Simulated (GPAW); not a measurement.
# EuS (Fm-3m) in GPAW: convergence with convergence criteria

Aim: find how far convergence criteria must go before the results for EuS settle, at LDA. This setting moves, with any that are tied to it; all else stays.

Program: GPAW 26.7.0. These are calculated values, not measurements. Logs are shortened: lines on timing, memory, paths and dates and some standing lists are left out, and cuts for length are marked. The log counts tension as positive stress, the text compression.

### 1 Starting point

It takes space group Fm-3m (No. 225, cubic). The conventional cell has a = 5.957 Å, b = 5.957 Å, c = 5.957 Å, α = 90.00°, β = 90.00°, γ = 90.00°. Eu (site symmetry m-3m) has 6 S at 2.98 Å as nearest neighbours. S (site symmetry m-3m) is surrounded by 6 Eu at 2.98 Å.

### 2 With convergence criteria density=0.001 energy=0.01 eigenstates=0.0001

The input, run.py:

```python
from ase.dft.bandgap import bandgap
from ase.io import read, write
from ase.units import GPa
from gpaw import GPAW, PW

atoms = read('POSCAR')
atoms.set_initial_magnetic_moments([7.0, 0.0])

calc = GPAW(mode=PW(800),
            xc='LDA',
            kpts={'size': (6, 6, 6), 'gamma': True},
            occupations={'name': 'fermi-dirac', 'width': 0.05},
            nbands=25,
            convergence={'density': 0.001, 'energy': 0.01, 'eigenstates': 0.0001},
            maxiter=100,
            txt='gpaw.txt')
atoms.calc = calc
energy = atoms.get_potential_energy()
forces = atoms.get_forces()
stress = atoms.get_stress()
calc.write('gs.gpw')
write('result.traj', atoms)
print(f'Energy: {energy:.6f} eV')
print('Forces (eV/A):')
print(forces.round(4))
print('Stress (GPa):', (stress / GPa).round(3))
print('Moments:', calc.get_magnetic_moments().round(3))
print('Fermi level:', round(calc.get_fermi_level(), 4), 'eV')
print(f'Gap: {bandgap(calc)[0]:.4f} eV, direct: {bandgap(calc, direct=True)[0]:.4f} eV')
```

The input, POSCAR:

```
EuS
1.0
    0.0000000000      2.9785000000      2.9785000000
    2.9785000000      0.0000000000      2.9785000000
    2.9785000000      2.9785000000      0.0000000000
Eu S
1 1
Direct
    0.0000000000      0.0000000000      0.0000000000
    0.5000000000      0.5000000000      0.5000000000
```

Potentials or basis: the program's PAW data sets (release 1.2.1) made for this functional, pw.

Run with:

```bash
$ OMP_NUM_THREADS=1 python run.py
```

gpaw.txt:

```text
__  _  _
 | _ |_)|_||  |
 |__||  | ||/\| - 26.7.0

Input parameters:
  mode=PW(ecut=800.0),
  convergence={'density': 0.001, 'energy': 0.01, 'eigenstates': 0.0001},
  kpts=MonkhorstPack(size=(6, 6, 6), gamma=True),
  maxiter=100,
  nbands=25,
  occupations=Occupations(name='fermi-dirac', width=0.05),
  xc=XC(name='LDA')

Diagonalizing LCAO Hamiltonian
Converting LCAO to pw mode

                S

       Eu

Atoms  # Å, Bohr magnetons
|   | symbol |        x |        y |        z |    initial magnetic moments |
|---|--------|----------|----------|----------|-----------------------------|
| 0 |     Eu | 0.000000 | 0.000000 | 0.000000 | ( 0.0000,  0.0000,  7.0000) |
| 1 |      S | 2.978500 | 2.978500 | 2.978500 | ( 0.0000,  0.0000,  0.0000) |

Unit cell  # Å
| periodic |        x |        y |        z |  lengths |    angles |
|----------|----------|----------|----------|----------|-----------|
|      yes | 0.000000 | 2.978500 | 2.978500 | 4.212235 | 60.000000 |
|      yes | 2.978500 | 0.000000 | 2.978500 | 4.212235 | 60.000000 |
|      yes | 2.978500 | 2.978500 | 0.000000 | 4.212235 | 60.000000 |

Number of symmetries: 48
Symmetry operations  # r_c * U_cc + t_c -> r_c
|    | kind |            matrix            |
|----|------|------------------------------|
|  0 |  σ   |  1, 0, 0,  1, 0,-1,  1,-1, 0 |
|  1 |  C2  |  1, 0, 0,  1,-1, 0,  1, 0,-1 |
|  2 |  E   |  1, 0, 0,  0, 1, 0,  0, 0, 1 |
|  3 |  σ   |  1, 0, 0,  0, 0, 1,  0, 1, 0 |
|  4 |  C4  |  1, 0,-1,  1, 0, 0,  1,-1, 0 |
|  5 |  S6  |  1, 0,-1,  1,-1, 0,  1, 0, 0 |
|  6 |  σ   |  1, 0,-1,  0, 1,-1,  0, 0,-1 |
|  7 |  C3  |  1, 0,-1,  0, 0,-1,  0, 1,-1 |
|  8 |  S6  |  1,-1, 0,  1, 0, 0,  1, 0,-1 |
|  9 |  C4  |  1,-1, 0,  1, 0,-1,  1, 0, 0 |
| 10 |  C3  |  1,-1, 0,  0,-1, 1,  0,-1, 0 |
| 11 |  σ   |  1,-1, 0,  0,-1, 0,  0,-1, 1 |
| 12 |  σ   |  0, 1, 0,  1, 0, 0,  0, 0, 1 |
| 13 |  C4  |  0, 1, 0,  0, 1,-1, -1, 1, 0 |
| 14 |  C3  |  0, 1, 0,  0, 0, 1,  1, 0, 0 |
| 15 |  S6  |  0, 1, 0, -1, 1, 0,  0, 1,-1 |
| 16 |  C2  |  0, 1,-1,  1, 0,-1,  0, 0,-1 |
| 17 |  σ   |  0, 1,-1,  0, 1, 0, -1, 1, 0 |
| 18 |  S4  |  0, 1,-1,  0, 0,-1,  1, 0,-1 |
| 19 |  C4  |  0, 1,-1, -1, 1, 0,  0, 1, 0 |
| 20 |  C3  |  0, 0, 1,  1, 0, 0,  0, 1, 0 |
| 21 |  σ   |  0, 0, 1,  0, 1, 0,  1, 0, 0 |
| 22 |  S6  |  0, 0, 1,  0,-1, 1, -1, 0, 1 |
| 23 |  C4  |  0, 0, 1, -1, 0, 1,  0,-1, 1 |
| 24 |  S4  |  0, 0,-1,  1, 0,-1,  0, 1,-1 |
| 25 |  C3  |  0, 0,-1,  0, 1,-1,  1, 0,-1 |
| 26 |  C2  |  0, 0,-1,  0,-1, 0, -1, 0, 0 |
| 27 |  S6  |  0, 0,-1, -1, 0, 0,  0,-1, 0 |
| 28 |  S4  |  0,-1, 1,  1,-1, 0,  0,-1, 0 |
| 29 |  C4  |  0,-1, 1,  0, 0, 1, -1, 0, 1 |
| 30 |  C2  |  0,-1, 1,  0,-1, 0,  1,-1, 0 |
| 31 |  σ   |  0,-1, 1, -1, 0, 1,  0, 0, 1 |
| 32 |  C3  |  0,-1, 0,  1,-1, 0,  0,-1, 1 |
| 33 |  S6  |  0,-1, 0,  0, 0,-1, -1, 0, 0 |
| 34 |  S4  |  0,-1, 0,  0,-1, 1,  1,-1, 0 |
| 35 |  C2  |  0,-1, 0, -1, 0, 0,  0, 0,-1 |
| 36 |  C2  | -1, 1, 0,  0, 1, 0,  0, 1,-1 |
| 37 |  S6  | -1, 1, 0,  0, 1,-1,  0, 1, 0 |
| 38 |  S4  | -1, 1, 0, -1, 0, 1, -1, 0, 0 |
| 39 |  C3  | -1, 1, 0, -1, 0, 0, -1, 0, 1 |
| 40 |  S6  | -1, 0, 1,  0, 0, 1,  0,-1, 1 |
| 41 |  C2  | -1, 0, 1,  0,-1, 1,  0, 0, 1 |
| 42 |  C3  | -1, 0, 1, -1, 1, 0, -1, 0, 0 |
| 43 |  S4  | -1, 0, 1, -1, 0, 0, -1, 1, 0 |
| 44 |  C2  | -1, 0, 0,  0, 0,-1,  0,-1, 0 |
| 45 |  i   | -1, 0, 0,  0,-1, 0,  0, 0,-1 |
[... 82 lines left out ...]
    charge:  0.0  # [|e|]
    compensation charges:
      type: gauss
      rc: 0.24  # [Å]
      lmax: 2
    cutoffs:
      filter: 1.77  # [Å]
      core: 1.66  # [Å]
    projectors
    | kind |    occ | energy [eV] | rcut [Å] |
    |------|--------|-------------|----------|
    |   3s |  2.000 |     -17.278 |    0.974 |
    |   3p |  4.000 |      -7.106 |    0.979 |
    |    s |        |       9.933 |    0.974 |
    |    p |        |      20.105 |    0.979 |
    |    d |        |       0.000 |    0.900 |

    Using partial waves for S as LCAO basis

Reference energy: -305704.514845  # eV

eigensolver:
  PPCG
  Converge bands: occupied
  niter=2

density mixing:
  MSR1-Mixer
  Pratt-step length: 0.05
  Maximum mixing coefficient: 0.75
  Old densities: 10
  SVD Regularization: 0.005
  Good broyden scale: 1.0
  Trust region scale: 1.0
  Backstep threshold: 4.0
  History deletion threshold: 6.0
  Fourier metric: weight=20.0, sigma=0.015

occupation numbers:
  Fermi-Dirac:
    width: 0.0500  # eV

poisson solver:
  ecut: 6400.0  # eV

xc functional:
  name: None

convergence criteria:
- Maximum integral of absolute [dens]ity change: 0.001 electrons / valence electron
- Maximum [total energy] change in last 3 cyles: 0.01 eV / valence electron
- Maximum integral of absolute [eigenst]ate change: 0.0001 eV^2 / valence electron
maximum number of iterations: 100

SCF iterations
|iter     | |      energy | eigst |  dens |  magmom |
|---------|-|-------------|-------|-------|---------|
|iter:   1| |  -20.225271 | -0.47 |       |  +7.0093|
|iter:   2| |  -19.411632 | -1.58 | -0.83 |  +6.9628|
|iter:   3| |  -19.267434 | -2.34 | -1.16 |  +6.9478|
|iter:   4| |  -19.175926 | -1.85 | -1.31 |  +6.9402|
|iter:   5| |  -19.161722c| -3.66 | -1.44 |  +6.9360|
|iter:   6| |  -19.143686c| -2.92 | -1.55 |  +6.9308|
|iter:   7| |  -19.146554c| -3.27 | -1.97 |  +6.9468|
|iter:   8| |  -19.143225c| -3.79 | -2.04 |  +6.9566|
|iter:   9| |  -19.143239c| -4.21c| -2.47 |  +6.9611|
|iter:  10| |  -19.143289c| -4.85c| -3.28c|  +6.9611|

Converged in 10 steps
Energy contributions relative to reference atoms: (reference = -305704.514845)

Energy contributions:
  Kinetic:           9.646530
  Coulomb:          -9.927174
  Zero:              0.238310
  External:          0.000000
  Xc:              -19.094730
  Entropy:          -0.012447
  Spinorbit:         0.000000
  ----------------------------
  Free energy:     -19.149512
  Extrapolated:    -19.143289

dipole moment: (-32.923586, -32.923586, -32.923586)  # |e|*Ang

Total magnetic moment: (0.000000, 0.000000, 6.961070)

Local magnetic moments
|        x |        y |         z |
|----------|----------|-----------|
| 0.000000 | 0.000000 |  6.611091 |  # Eu   0
| 0.000000 | 0.000000 | -0.047676 |  # S    1

Fermi level: 7.680
Eigenvalues  # (at kpt = [0.000, 0.000, 0.000])
| band index |      eig [eV] | occ [0-1] |      eig [eV] | occ [0-1] |
|------------|---------------|-----------|---------------|-----------|
|          0 |       -33.669 |     1.000 |       -30.761 |     1.000 |
|        ... |               |           |               |           |
|          2 |       -12.385 |     1.000 |       -10.181 |     1.000 |
|          3 |       -12.385 |     1.000 |       -10.181 |     1.000 |
|          4 |        -5.670 |     1.000 |        -5.637 |     1.000 |
|          5 |         5.005 |     1.000 |         5.199 |     1.000 |
|          6 |         5.005 |     1.000 |         5.199 |     1.000 |
|          7 |         5.005 |     1.000 |         5.199 |     1.000 |
[... 8 lines left out ...]
|         16 |         8.754 |     0.000 |        11.948 |     0.000 |
|         17 |         8.754 |     0.000 |        11.948 |     0.000 |
|        ... |               |           |               |           |
|         24 |        20.311 |     0.000 |        21.043 |     0.000 |

No gap
No difference between direct/indirect transitions

Forces  # eV/Ang
|        x |        y |        z |
|----------|----------|----------|
| -0.00000 | -0.00000 | -0.00000 |  # Eu   0
| -0.00000 | -0.00000 | -0.00000 |  # S    1

Stress tensor  # eV/Ang^3
|        x |        y |        z |
|----------|----------|----------|
| 0.045901 | 0.000000 | 0.000000 |
| 0.000000 | 0.045901 | 0.000000 |
| 0.000000 | 0.000000 | 0.045901 |

# Writing to gs.gpw (mode='')
```

stdout:

```text
Energy: -19.143289 eV
Forces (eV/A):
[[-0. -0. -0.]
 [-0. -0. -0.]]
Stress (GPa): [7.354 7.354 7.354 0.    0.    0.   ]
Moments: [ 6.611 -0.048]
Fermi level: 7.6798 eV
Gap: 0.0000 eV, direct: 0.0000 eV
```

Wall time 49 s (1 thread of Arm Neoverse V1, shared host); peak memory 0.23 GiB.

What came out:

```
Free energy            : -19.1495 eV
Pressure               : -7.4 GPa
Band gap on the k mesh : none (metal or under the smearing width)
Net moment             : 6.96 μB per cell
Site moments           : Eu +6.61; S -0.05 μB
```

### 3 With convergence criteria default

run.py: that of step 2 with these lines changed.

```diff
@@ -13,3 +13,2 @@
             nbands=25,
-            convergence={'density': 0.001, 'energy': 0.01, 'eigenstates': 0.0001},
             maxiter=100,
```

POSCAR is that of step 2.

Potentials or basis: the program's PAW data sets (release 1.2.1) made for this functional, pw.

Run with:

```bash
$ OMP_NUM_THREADS=1 python run.py
```

Run time: 63 s. Hardware: 1 thread of Arm Neoverse V1, shared host; peak memory 0.23 GiB.

The run converged. Its results:

* Free energy: -19.1495 eV
* Pressure: -7.3 GPa
* Band gap on the k mesh: none (metal or under the smearing width)
* Net moment: 6.96 μB per cell
* Site moments: Eu +6.61; S -0.05 μB

### 4 With convergence criteria density=1e-05 energy=1e-05

run.py: that of step 3 with these lines changed.

```diff
@@ -13,2 +13,3 @@
             nbands=25,
+            convergence={'density': 1e-05, 'energy': 1e-05},
             maxiter=100,
```

POSCAR is that of step 3.

Run with:

```bash
$ OMP_NUM_THREADS=1 python run.py
```

Run time: 65 s. Hardware: 1 thread of Arm Neoverse V1, shared host; peak memory 0.24 GiB.

Results (log left out):

```yaml
Free_energy: -19.1495 eV
Pressure: -7.3 GPa
Band_gap_on_the_k_mesh: none (metal or under the smearing width)
Net_moment: 6.96 μB per cell
Site_moments: Eu +6.61; S -0.05 μB
```

### 5 With convergence criteria density=1e-05 forces=0.0001

run.py: that of step 4 with these lines changed.

```diff
@@ -13,3 +13,3 @@
             nbands=25,
-            convergence={'density': 1e-05, 'energy': 1e-05},
+            convergence={'density': 1e-05, 'forces': 0.0001},
             maxiter=100,
```

POSCAR is that of step 4.

Run with:

```bash
$ OMP_NUM_THREADS=1 python run.py
```

Wall time 69 s (1 thread of Arm Neoverse V1, shared host); peak memory 0.23 GiB.

The run converged. Its results:

| Property | Result |
| --- | --- |
| Free energy | -19.1495 eV |
| Pressure | -7.3 GPa |
| Band gap on the k mesh | none (metal or under the smearing width) |
| Net moment | 6.96 μB per cell |
| Site moments | Eu +6.61; S -0.05 μB |

### 6 With convergence criteria density=1e-06 energy=1e-06 eigenstates=1e-10

run.py: that of step 5 with these lines changed.

```diff
@@ -13,3 +13,3 @@
             nbands=25,
-            convergence={'density': 1e-05, 'forces': 0.0001},
+            convergence={'density': 1e-06, 'energy': 1e-06, 'eigenstates': 1e-10},
             maxiter=100,
```

POSCAR is that of step 5.

Potentials or basis: the program's PAW data sets (release 1.2.1) made for this functional, pw.

Run with:

```bash
$ OMP_NUM_THREADS=1 python run.py
```

Run time: 73 s. Hardware: 1 thread of Arm Neoverse V1, shared host; peak memory 0.23 GiB.

The run converged. Its results:

```
Free energy            : -19.1495 eV
Pressure               : -7.3 GPa
Band gap on the k mesh : none (metal or under the smearing width)
Net moment             : 6.96 μB per cell
Site moments           : Eu +6.61; S -0.05 μB
```

### 7 Result

| convergence criteria | energy less the tightest run, at zero smearing (meV/atom) | SCF cycles | CPU time (s) | peak memory (GiB) |
| --- | --- | --- | --- | --- |
| density=0.001 energy=0.01 eigenstates=0.0001 | 0.00 | 10 | 49 | 0.23 |
| default | 0.00 | 13 | 63 | 0.23 |
| density=1e-05 energy=1e-05 | 0.00 | 14 | 65 | 0.24 |
| density=1e-05 forces=0.0001 | 0.00 | 15 | 69 | 0.23 |
| density=1e-06 energy=1e-06 eigenstates=1e-10 | 0.00 | 15 | 73 | 0.23 |

Against the tightest run, the energy stays within 1 meV/atom from density=0.001 energy=0.01 eigenstates=0.0001 on. The tightest run that finished is the yardstick and may itself not be fully converged.

Caveats: one-centre terms of the f shell are cut off; spin-orbit coupling is left out, which moves the levels of the heavy elements; a cell with one magnetic atom can't hold antiferromagnetic order, which such compounds often take; without U or exact exchange the open f shell lies at the Fermi level, which spoils levels, moments and volumes.
